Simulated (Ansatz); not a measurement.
# InCuS2: starts and ends of a spin-polarised SCF

Method: DFT PBE+U, PAW, plane waves, scalar-relativistic; U − J = 6.2 eV on Cu d, in Ansatz 0.2.0.

**1. The starting structure**

The structure is tetragonal, space group I-42d (No. 122). The conventional cell has a = 5.523 Å, b = 5.523 Å, c = 11.120 Å, α = 90.00°, β = 90.00°, γ = 90.00°. Around Cu (site symmetry -4) lie 4 S at 2.29 Å. In (site symmetry -4) is surrounded by 4 S at 2.52 Å. S (site symmetry 2) has 2 Cu at 2.29 Å and 2 In at 2.52 Å as nearest neighbours.

Structure file:

```xyz
8
Lattice="-2.7615 2.7615 5.5600 2.7615 -2.7615 5.5600 2.7615 2.7615 -5.5600" Properties=species:S:1:pos:R:3 pbc="T T T"
Cu    0.0000    0.0000    0.0000
Cu    0.0000    2.7615    2.7800
In    0.0000    0.0000    5.5600
In    2.7615    0.0000    2.7800
S     1.1819    1.3807    1.3900
S    -1.3808    1.5796    4.1700
S     1.5796    1.3808    6.9500
S     4.1422    1.1819   -1.3900
```

Atoms are counted from 1 in the order of input.yaml (S8 and so on).

First come: parallel moments, plain SCF; opposed moments +-, plain SCF; no spin polarisation; spin on, no moments given (the program may seed its own), plain SCF. What is tried next depends on their ends.

A plain SCF has the search for lower states switched off and ends at the first converged state. Ends within 0.2 meV/atom and 0.1 μB count as one state.

Site moments are integrals over atomic spheres and don't add up to the total.

**2. Parallel moments, plain SCF**

The input, input.yaml:

```yaml
crystal:
  lattice:
    - [-2.7615, 2.7615, 5.56]
    - [2.7615, -2.7615, 5.56]
    - [2.7615, 2.7615, -5.56]
  atoms:
    - { symbol: Cu, position: [0.0, 0.0, 0.0], spin: 1.0 }
    - { symbol: Cu, position: [0.75, 0.25, 0.5], spin: 1.0 }
    - { symbol: In, position: [0.5, 0.5, 0.0] }
    - { symbol: In, position: [0.25, 0.75, 0.5] }
    - { symbol: S, position: [0.375, 0.339, 0.464] }
    - { symbol: S, position: [0.661, 0.125, 0.036] }
    - { symbol: S, position: [0.875, 0.911, 0.536] }
    - { symbol: S, position: [0.089, 0.625, 0.964] }
magnetization:
  spin_polarized: true
hamiltonian:
  xc: pbe
  pseudopotentials: { kind: paw }
  hubbard: { sites: [{ species: Cu, l: d, u_eff: 6.2 }] }
basis:
  ecutwfc: 420
kpoints:
  mp_grid: { grid: [4, 4, 5] }
scf:
  occupations: { method: fermi_dirac, width: 0.02 }
  lower_state_search: "off"
output:
  forces: true
  stress: true
```

**Question.** How long does this run take on 2 threads of an x86-64 CPU, shared host, and how much memory does it need?

About 81 s, with a peak of 0.81 GiB.
